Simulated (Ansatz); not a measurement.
The system is I.

```
I
1.0
     3.63503   -2.39502    0.00000
     3.63503    2.39502    0.00000
     0.00000    0.00000    9.79344
I
4
Direct
  0.64930 0.35070 0.38440
  0.14930 0.85070 0.11560
  0.35070 0.64930 0.61560
  0.85070 0.14930 0.88440
```

Base run:

```yaml
Program: Ansatz 0.2.0
Functional: HSE06 form with a typed share of exact exchange
Potentials_or_basis: Ansatz PAW
Cutoff: "420 eV (not typed: the program's choice for these potentials)"
k_mesh: 4 × 4 × 2
Occupations: fermi-dirac, width 0.05 eV
Spin: no spin polarisation
```

Its results: band gap on the k mesh 1.80 eV, indirect (least direct gap 1.98 eV); pressure 1.3 GPa; largest force 0.508 eV/Å.

**Question.** After a change of settings the same cell gave: band gap on the k mesh 1.98 eV, indirect (least direct gap 2.17 eV); pressure 1.1 GPa; largest force 0.400 eV/Å. Which change was it?
A. share of exact exchange from 0.15 to 0.05
B. share of exact exchange from 0.15 to 0.2
C. share of exact exchange from 0.15 to 0.1
D. share of exact exchange from 0.15 to 0.25

**Answer.** B.

Caveats: spin-orbit coupling is left out, which moves the levels of the heavy elements; the PAW data sets come from PBE, with cores solved anew for the run's functional, which leaves a small shift of forces and pressure; the thresholds are loose for stress.
